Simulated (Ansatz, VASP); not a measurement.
**One calculation of TiCo, two programs**

Contents of run.py:

```python
from ase.calculators.vasp import Vasp
from ase.dft.bandgap import bandgap
from ase.io import read

atoms = read('TiCo.cif')
atoms.set_initial_magnetic_moments([2.0, 1.0])
calc = Vasp(
    directory='calc',
    xc='pbe',
    pp='PBE',
    setups={'base': 'minimal', 'Co': '_GW', 'Ti': '_sv_GW'},
    prec='Accurate',
    encut=550,
    ediff=1e-06,
    ismear=0,
    sigma=0.05,
    lreal=False,
    lasph=True,
    nelm=120,
    algo='Normal',
    isif=2,
    lwave=False,
    lcharg=False,
    ispin=2,
    lorbit=11,
    lmaxmix=4,
    kpts=[9, 9, 9],
    gamma=True,
    nbands=22,
)
atoms.calc = calc

print('energy (eV):', atoms.get_potential_energy())
print('free energy (eV):', atoms.get_potential_energy(force_consistent=True))
print('forces (eV/A):')
print(atoms.get_forces())
print('stress (eV/A^3, Voigt):', atoms.get_stress())
print('Fermi level (eV):', calc.get_fermi_level())
print('moment (muB):', atoms.get_magnetic_moment())
print('site moments (muB):', atoms.get_magnetic_moments())
gap, top, bottom = bandgap(calc)
print('band gap (eV):', gap, 'from (spin, k, band)', top, 'to', bottom)
```

The input TiCo.cif:

```cif
data_TiCo
_cell_length_a 2.98611099
_cell_length_b 2.98611099
_cell_length_c 2.98611099
_cell_angle_alpha 90.00000000
_cell_angle_beta 90.00000000
_cell_angle_gamma 90.00000000
_space_group_name_H-M_alt 'P1'
_space_group_name_Hall 'P 1'
_space_group_IT_number 1
loop_
_space_group_symop_operation_xyz
'x,y,z'
loop_
_atom_site_label
_atom_site_type_symbol
_atom_site_symmetry_multiplicity
_atom_site_Wyckoff_symbol
_atom_site_fract_x
_atom_site_fract_y
_atom_site_fract_z
_atom_site_occupancy
Co1 Co 1 a 0.5000000000 0.5000000000 0.5000000000 1
Ti1 Ti 1 a 0.0000000000 0.0000000000 0.0000000000 1
```

Contents of input.yaml:

```yaml
crystal:
  lattice:
    - [2.98611099, 0.0, 0.0]
    - [0.0, 2.98611099, 0.0]
    - [0.0, 0.0, 2.98611099]
  atoms:
    - { symbol: Co, position: [0.5, 0.5, 0.5], spin: 2.0 }
    - { symbol: Ti, position: [0.0, 0.0, 0.0], spin: 1.0 }
hamiltonian:
  xc: pbe
  pseudopotentials: { kind: paw }
magnetization:
  spin_polarized: true
kpoints:
  mp_grid: { grid: [9, 9, 9] }
scf:
  occupations: { method: gaussian, width: 0.05 }
output:
  forces: true
  stress: true
  eigenvalues: true
```

The cell comes from a database or a generator and needn't be the stable form of this composition.

Alike in both runs: task single point; functional PBE; k mesh 9 × 9 × 9; occupations gaussian, width 0.05 eV; collinear spin, ferromagnetic start.

```csv
,VASP,Ansatz
version,VASP 6.6.1,Ansatz 0.2.0
potentials or method,"VASP PAW PBE potentials, release 64 (Co_GW, Ti_sv_GW)",Ansatz PAW
plane-wave cutoff (eV),550,420
valence electrons in the cell,21,29
```

Ansatz gave:

| Property | Result |
| --- | --- |
| gap on the k mesh at the Fermi level (eV) | none |
| pressure (GPa) | -0.5 |
| net moment per atom (μB) | 0.42 |
| size of the moment on the site where the two differ most (μB) | 0.94 |

Which values does VASP return?

gap on the k mesh at the Fermi level (eV): none; pressure (GPa): -2.0; net moment per atom (μB): 0.41; size of the moment on the site where the two differ most (μB): 0.90.

Site moments also hang on the region over which each program counts them. A gap of «none» marks a metal or a gap that the smearing closes. The two sets of potentials don't hold the same shells in valence.
